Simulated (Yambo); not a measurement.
# PbSe (Clausthalite) (Fm-3m) in Yambo: a series of runs, part 2 of 3

Yambo 5.3.0.

## (4) Optical spectrum, PBEsol

Contents of optics2.in:

```
optics
chi
tddft
Chimod= "ALDA"
% BndsRnXd
 1 | 35 |
%
NGsBlkXd= 1 Ry
% LongDrXd
 0 | 0 | 1 |
%
% QpntsRXd
 1 | 1 |
%
% EnRngeXd
 0 | 20 | eV
%
% DmRngeXd
 0.1 | 0.1 | eV
%
ETStpsXd= 300
FxcGRLc= 1 Ry
VXCRLvcs= 1 Ry
```

Contents of scf.in:

```
&CONTROL
  calculation = 'scf'
  prefix = 'pwscf'
  outdir = './tmp'
  pseudo_dir = './pseudo'
/
&SYSTEM
  ibrav = 0
  nat = 2
  ntyp = 2
  ecutwfc = 86
  nbnd = 22
  occupations = 'smearing'
  smearing = 'fd'
  degauss = 0.00367493
  force_symmorphic = .true.
/
&ELECTRONS
  conv_thr = 4d-10
  electron_maxstep = 120
  mixing_beta = 0.5
/
ATOMIC_SPECIES
Pb   207.2000 Pb.upf
Se    78.9710 Se.upf
CELL_PARAMETERS angstrom
   0.0000000000    3.0606500000    3.0606500000
   3.0606500000    0.0000000000    3.0606500000
   3.0606500000    3.0606500000    0.0000000000
ATOMIC_POSITIONS crystal
Pb     0.0000000000    0.0000000000    0.0000000000
Se     0.5000000000    0.5000000000    0.5000000000
K_POINTS automatic
8 8 8 0 0 0
```

Contents of nscf.in:

```
&CONTROL
  calculation = 'nscf'
  prefix = 'pwscf'
  outdir = './tmp'
  pseudo_dir = './pseudo'
/
&SYSTEM
  ibrav = 0
  nat = 2
  ntyp = 2
  ecutwfc = 86
  nbnd = 35
  occupations = 'fixed'
  force_symmorphic = .true.
/
&ELECTRONS
  conv_thr = 1d-08
  diago_full_acc = .true.
  diago_thr_init = 1d-06
/
ATOMIC_SPECIES
Pb   207.2000 Pb.upf
Se    78.9710 Se.upf
CELL_PARAMETERS angstrom
   0.0000000000    3.0606500000    3.0606500000
   3.0606500000    0.0000000000    3.0606500000
   3.0606500000    3.0606500000    0.0000000000
ATOMIC_POSITIONS crystal
Pb     0.0000000000    0.0000000000    0.0000000000
Se     0.5000000000    0.5000000000    0.5000000000
K_POINTS automatic
8 8 8 0 0 0
```

Potentials or basis: PseudoDojo 0.4.1 SR PBEsol standard.

Launch:

```console
$ OMP_NUM_THREADS=1 pw.x -in scf.in > scf.out
$ OMP_NUM_THREADS=1 pw.x -in nscf.in > nscf.out
$ cd tmp/pwscf.save; p2y; mv SAVE ../..; cd ../..
$ OMP_NUM_THREADS=1 yambo
$ OMP_NUM_THREADS=1 yambo -F optics2.in -J optics2 -C optics2_out
```

Yambo's report:

```text
[... sections 02.01 to 02.04 as in the set-up run ...]

[... 5 lines left out ...]
  [X] Bosonic    Temperature                        :  0.000000  0.000000 [eV K]
  [X] Finite Temperature mode                       : no
  [X] El. density                                   :  0.52318E+24 [cm-3]
  [X] Fermi Level                                   :  9.329004 [eV]

  [X] === Gaps and Widths ===
  [X] Conduction Band Min                           :  0.210006 [eV]
  [X] Valence Band Max                              :  0.000000 [eV]
  [X] Filled Bands                                  :  15
  [X] Empty Bands                                   :   16   35
  [X] Direct Gap                                    :  0.210006 [eV]
  [X] Direct Gap localized at k                     :   5
  [X] Indirect Gap                                  :  0.210006 [eV]
  [X] Indirect Gap between kpts                     :   5   5
  [X] Last valence band width                       :  3.236006 [eV]
  [X] 1st conduction band width                     :  4.473879 [eV]

 [03] Transferred momenta grid and indexing
 ==========================================

 IBZ Q-points                                      :  29
 BZ  Q-points                                      :   512

 K/Q-points units:
 rlu = crystal or reduced units; cc = cartesian coordinates; iku = interal k-units

 Q [ 1]         [rlu]:  0.000000  0.000000  0.000000
 Q [ 2]         [rlu]: -0.25789E-17 -0.25789E-17  0.12500
 Q [ 3]         [rlu]: -0.51579E-17 -0.51579E-17  0.25000
 Q [ 4]         [rlu]: -0.55307E-17 -0.55307E-17  0.37500
 Q [ 5]         [rlu]:  0.10316E-16  0.10316E-16 -0.50000
 Q [ 6]         [rlu]:  0.46518E-17  0.12500      0.12500
 Q [ 7]         [rlu]:  0.25177E-16  0.12500      0.25000
 Q [ 8]         [rlu]:  0.22598E-16  0.12500      0.37500
 Q [ 9]         [rlu]:  0.20019E-16  0.12500      0.50000
 Q [10]         [rlu]:  0.10316E-16  0.12500     -0.37500
 Q [11]         [rlu]:  0.33247E-17  0.12500     -0.25000
 Q [12]         [rlu]:  0.51579E-17  0.12500     -0.12500
 Q [13]         [rlu]:  0.93036E-17  0.25000      0.25000
 Q [14]         [rlu]:  0.11299E-16  0.25000      0.37500
 Q [15]         [rlu]:  0.22598E-16  0.25000      0.50000
[... 12 lines left out ...]
 Q [28]         [rlu]:  0.125000 -0.500000 -0.375000
 Q [29]         [rlu]:  0.250000 -0.500000 -0.250000

 [04] Dipoles
 ============

  [04.01] Setup: observables and procedures
  =========================================

  [WF-Oscillators/G space/Transverse up loader] Normalization (few states)  min/max  :  0.13507E-16   1.0000

  [WR./optics2//ndb.dipoles]------------------------------------------------------
   Brillouin Zone Q/K grids (IBZ/BZ)                :    29   512    29   512
   RL vectors                                       :   6375 [WF]
   Fragmentation                                    : yes
   Electronic Temperature                           :  0.000000 [K]
   Bosonic    Temperature                           :  0.000000 [K]
   DIP band range                                   :    1   35
   DIP band range limits                            :  15  16
   DIP e/h energy range                             : -1.000000 -1.000000 [eV]
   RL vectors in the sum                            :   6375
   [r,Vnl] included                                 : yes
   Bands ordered                                    : yes
   Direct v evaluation                              : no
   Approach used                                    : G-space v
   Dipoles computed                                 : R V P [G-space]
   Wavefunctions                                    : Perdew, Burke & Ernzerhof SOL(X)+Perdew, Burke & Ernzerhof SOL(C)

  [WARNING] [r,Vnl^pseudo] included in position and velocity dipoles.

  [WARNING] In case H contains other non local terms, these are neglected

 [05] Optics
 ===========

 [xc] Functional : Perdew, Burke & Ernzerhof SOL(X)+Perdew, Burke & Ernzerhof SOL(C)
 [xc] LIBXC used to calculate xc functional
  PP Number of Atomic Species                      :  2
  NLCC RL compoments                               :   41655
 [X-CG] R(p) Tot o/o(of R):    5665  153600     100
```

o-optics2.eps_q1_inv_alda_dyson:

```text
# Absorption @ Q(1):   0.00000000      0.00000000      1.00000000    [q->0 direction]
#
# [ X ] Hartree size                              :  15
# [GEN] GF Energies                               : Perdew, Burke & Ernzerhof SOL(X)+Perdew, Burke & Ernzerhof SOL(C)
# [GEN] Green`s Function                          : T-ordered
#
# [GEN] Gauge                                     : Length
# [GEN] [r,Vnl] included                          : yes
#
#    E[1] [eV]          Im(eps)            Re(eps)            Im(eps_o)          Re(eps_o)
#
        0.000000           13.04288           46.70870           13.23788           47.51032
        0.066890           15.48187           47.16617           15.71433           47.95206
        0.133779           24.34188           46.05028           24.67810           46.70722
        0.200669           35.83333           32.12713           35.98707           32.44593
        0.267559           27.69295           13.44311           27.48399           13.98649
        0.334448           15.28728           10.75988           15.16309           11.50412
[... 292 lines left out ...]
        19.93311           0.727612           0.471260           0.843449           0.200067
        20.00000           0.722752           0.448118           0.771843           0.220680
#
```

Wall time 90 s (1 thread of Arm Neoverse V2, shared host); peak memory 0.5 GiB.

Results:

```yaml
Band_gap_on_the_k_mesh_mean-field_level: 0.21 eV, direct
Electronic_dielectric_constant_along_the_field: 46.71
Electronic_dielectric_constant_along_the_field_independent_particles: 47.51
```

Dielectric function (along the field direction of the input):
| energy (eV) | real part | imaginary part |
| --- | --- | --- |
| 0.27 | 13.44 | 27.69 |
| 0.74 | 20.48 | 2.79 |
| 1.27 | 31.52 | 5.81 |
| 1.74 | 15.93 | 16.48 |
| 2.27 | 33.79 | 29.53 |
| 2.74 | -29.24 | 29.90 |
| 3.28 | -6.89 | 9.78 |
| 3.75 | -7.94 | 14.83 |
| 4.28 | -8.05 | 8.20 |
| 4.82 | -4.82 | 2.83 |
| 5.28 | -3.29 | 3.82 |
| 5.82 | -1.94 | 2.76 |
| 6.29 | -1.83 | 2.79 |
| 6.82 | -0.61 | 3.63 |
| 7.29 | -0.49 | 2.23 |
| 7.83 | -0.40 | 3.30 |
| 8.36 | -0.61 | 2.79 |
| 8.83 | -1.00 | 2.22 |
| 9.36 | -0.72 | 1.70 |
| 9.83 | -0.32 | 1.71 |
| 10.37 | -0.69 | 1.60 |
| 10.84 | -0.63 | 1.21 |
| 11.37 | -0.24 | 1.25 |
| 11.84 | -0.61 | 1.26 |
| 12.37 | -0.23 | 0.93 |
| 12.91 | -0.28 | 0.92 |
| 13.38 | -0.40 | 0.72 |
| 13.91 | -0.27 | 0.67 |
| 14.38 | -0.02 | 0.42 |
| 14.92 | 0.09 | 0.44 |
| 15.38 | 0.25 | 0.28 |
| 15.92 | 0.45 | 0.34 |
| 16.45 | 0.55 | 0.35 |
| 16.92 | 0.63 | 0.44 |
| 17.46 | 0.71 | 0.43 |
| 17.93 | 0.86 | 0.72 |
| 18.46 | 0.59 | 0.90 |
| 18.93 | 0.54 | 0.91 |
| 19.46 | 0.49 | 0.58 |
| 20.00 | 0.45 | 0.72 |

Caveat: the LDA kernel is used on GGA states, which is inconsistent by a few percent; spectra need much finer meshes, so this one isn't converged; these spectra lack excitons; spin-orbit coupling is left out, which as a rule narrows the gap of such compounds by several tenths of an eV.

## (5) Optical spectrum, PBEsol

Contents of optics3.in:

```
optics
chi
Chimod= "IP"
% BndsRnXd
 1 | 35 |
%
% LongDrXd
 1 | 1 | 1 |
%
% QpntsRXd
 1 | 1 |
%
% EnRngeXd
 0 | 15 | eV
%
% DmRngeXd
 0.2 | 0.2 | eV
%
ETStpsXd= 300
```

scf.in is that of step 4.

nscf.in is that of step 4.

Potentials or basis: PseudoDojo 0.4.1 SR PBEsol standard.

Launch:

```console
$ OMP_NUM_THREADS=1 pw.x -in scf.in > scf.out
$ OMP_NUM_THREADS=1 pw.x -in nscf.in > nscf.out
$ cd tmp/pwscf.save; p2y; mv SAVE ../..; cd ../..
$ OMP_NUM_THREADS=1 yambo
$ OMP_NUM_THREADS=1 yambo -F optics3.in -J optics3 -C optics3_out
```

Yambo's report:

```text
[... sections 02.01 to 02.04 as in the set-up run ...]

[... 5 lines left out ...]
  [X] Bosonic    Temperature                        :  0.000000  0.000000 [eV K]
  [X] Finite Temperature mode                       : no
  [X] El. density                                   :  0.52318E+24 [cm-3]
  [X] Fermi Level                                   :  9.329004 [eV]

  [X] === Gaps and Widths ===
  [X] Conduction Band Min                           :  0.210006 [eV]
  [X] Valence Band Max                              :  0.000000 [eV]
  [X] Filled Bands                                  :  15
  [X] Empty Bands                                   :   16   35
  [X] Direct Gap                                    :  0.210006 [eV]
  [X] Direct Gap localized at k                     :   5
  [X] Indirect Gap                                  :  0.210006 [eV]
  [X] Indirect Gap between kpts                     :   5   5
  [X] Last valence band width                       :  3.236006 [eV]
  [X] 1st conduction band width                     :  4.473879 [eV]

 [03] Transferred momenta grid and indexing
 ==========================================

 IBZ Q-points                                      :  29
 BZ  Q-points                                      :   512

 K/Q-points units:
 rlu = crystal or reduced units; cc = cartesian coordinates; iku = interal k-units

 Q [ 1]         [rlu]:  0.000000  0.000000  0.000000
 Q [ 2]         [rlu]: -0.25789E-17 -0.25789E-17  0.12500
 Q [ 3]         [rlu]: -0.51579E-17 -0.51579E-17  0.25000
 Q [ 4]         [rlu]: -0.55307E-17 -0.55307E-17  0.37500
 Q [ 5]         [rlu]:  0.10316E-16  0.10316E-16 -0.50000
 Q [ 6]         [rlu]:  0.46518E-17  0.12500      0.12500
 Q [ 7]         [rlu]:  0.25177E-16  0.12500      0.25000
 Q [ 8]         [rlu]:  0.22598E-16  0.12500      0.37500
 Q [ 9]         [rlu]:  0.20019E-16  0.12500      0.50000
 Q [10]         [rlu]:  0.10316E-16  0.12500     -0.37500
 Q [11]         [rlu]:  0.33247E-17  0.12500     -0.25000
 Q [12]         [rlu]:  0.51579E-17  0.12500     -0.12500
 Q [13]         [rlu]:  0.93036E-17  0.25000      0.25000
 Q [14]         [rlu]:  0.11299E-16  0.25000      0.37500
 Q [15]         [rlu]:  0.22598E-16  0.25000      0.50000
[... 12 lines left out ...]
 Q [28]         [rlu]:  0.125000 -0.500000 -0.375000
 Q [29]         [rlu]:  0.250000 -0.500000 -0.250000

 [04] Dipoles
 ============

  [04.01] Setup: observables and procedures
  =========================================

  [WF-Oscillators/G space/Transverse up loader] Normalization (few states)  min/max  :  0.13507E-16   1.0000

  [WR./optics3//ndb.dipoles]------------------------------------------------------
   Brillouin Zone Q/K grids (IBZ/BZ)                :    29   512    29   512
   RL vectors                                       :   6375 [WF]
   Fragmentation                                    : yes
   Electronic Temperature                           :  0.000000 [K]
   Bosonic    Temperature                           :  0.000000 [K]
   DIP band range                                   :    1   35
   DIP band range limits                            :  15  16
   DIP e/h energy range                             : -1.000000 -1.000000 [eV]
   RL vectors in the sum                            :   6375
   [r,Vnl] included                                 : yes
   Bands ordered                                    : yes
   Direct v evaluation                              : no
   Approach used                                    : G-space v
   Dipoles computed                                 : R V P [G-space]
   Wavefunctions                                    : Perdew, Burke & Ernzerhof SOL(X)+Perdew, Burke & Ernzerhof SOL(C)

  [WARNING] [r,Vnl^pseudo] included in position and velocity dipoles.

  [WARNING] In case H contains other non local terms, these are neglected

 [05] Optics
 ===========

 [X-CG] R(p) Tot o/o(of R):    5665  153600     100
```

Run time: 88 s. Hardware: 1 thread of Arm Neoverse V2, shared host; peak memory 0.26 GiB.

What came out:

```yaml
Band_gap_on_the_k_mesh_mean-field_level: 0.21 eV, direct
Electronic_dielectric_constant_along_the_field: 38.11
```

Dielectric function (along the field direction of the input):
```tsv
energy (eV)	real part	imaginary part
0.25	24.43	20.50
0.60	19.92	6.59
1.00	24.91	5.28
1.35	30.20	11.69
1.76	22.91	17.31
2.11	30.86	26.89
2.51	4.23	54.99
2.86	-14.61	23.07
3.26	-6.90	13.26
3.61	-5.14	13.87
4.01	-7.21	10.13
4.36	-7.37	7.34
4.77	-4.94	4.07
5.17	-2.80	3.96
5.52	-2.23	3.40
5.92	-1.40	3.28
6.27	-1.27	3.26
6.67	-0.31	3.36
7.02	-0.82	3.34
7.42	-0.04	3.51
7.78	-0.81	3.94
8.18	-1.30	3.03
8.53	-1.30	3.01
8.93	-1.19	2.58
9.28	-0.98	2.17
9.68	-0.85	2.13
10.08	-0.98	2.07
10.43	-0.99	1.93
10.84	-0.87	1.53
11.19	-0.76	1.47
11.59	-0.77	1.39
11.94	-0.78	1.17
12.34	-0.53	1.07
12.69	-0.53	1.02
13.09	-0.54	0.90
13.44	-0.42	0.68
13.85	-0.31	0.65
14.20	-0.19	0.49
14.60	-0.03	0.47
15.00	0.01	0.44
```

Caveat: spectra need much finer meshes, so this one isn't converged; independent-particle spectra lack excitons; spin-orbit coupling is left out, which as a rule narrows the gap of such compounds by several tenths of an eV.

[end of part 2 of 3]
